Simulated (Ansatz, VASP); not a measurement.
## Two plane-wave programs on Ca

File INCAR:

```
SYSTEM = Ca
PREC = Accurate
ENCUT = 520
EDIFF = 1E-6
ISMEAR = -1
SIGMA = 0.1
LREAL = .False.
LASPH = .True.
NELM = 60
ALGO = Normal
ISIF = 2
LWAVE = .False.
LCHARG = .False.
GGA = RP
NBANDS = 11
```

File KPOINTS:

```
regular mesh
0
Gamma
  11 11 11
  0 0 0
```

The input POSCAR:

```
Ca
1.0
   -2.2611096638      2.2611096638      2.2611096638
    2.2611096638     -2.2611096638      2.2611096638
    2.2611096638      2.2611096638     -2.2611096638
Ca
1
Direct
    0.0000000000      0.0000000000      0.0000000000
```

Input for Ansatz:

```yaml
crystal:
  lattice:
    - [-2.2611096638, 2.2611096638, 2.2611096638]
    - [2.2611096638, -2.2611096638, 2.2611096638]
    - [2.2611096638, 2.2611096638, -2.2611096638]
  atoms:
    - { symbol: Ca, position: [0.0, 0.0, 0.0] }
hamiltonian:
  xc: rpbe
  pseudopotentials:
    kind: paw
    azcp:
      Ca: "pseudopotentials/Ca.paw.azcp"
basis:
  ecutwfc: 420
  fft_grid_basis: typed
kpoints:
  mp_grid: { grid: [11, 11, 11], shift: [0, 0, 0] }
magnetization:
  spin_polarized: false
scf:
  occupations: { method: fermi_dirac, width: 0.1 }
  lower_state_search: "off"
output:
  stress: true
```

Alike in both runs: task single point; functional RPBE; k mesh 11 × 11 × 11; occupations fermi-dirac, width 0.1 eV; no spin polarisation.

|  | VASP | Ansatz |
| --- | --- | --- |
| version | VASP 6.6.1 | Ansatz 0.2.0 |
| potentials or method | VASP PAW PBE potentials, release 64 (Ca_sv) | plane waves (420 eV) with PAW, scalar-relativistic |
| plane-wave cutoff (eV) | 520 | 420 |
| valence electrons in the cell | 10 | 10 |

|  | VASP | Ansatz | Ansatz less VASP |
| --- | --- | --- | --- |
| pressure (GPa) | -0.6 | -0.6 | -0.01 |

The functional is the same, so the differences come from potentials, cutoffs and numerics.

Caveats: the PAW data sets were made with another functional, which shifts forces and pressure a little (VASP).
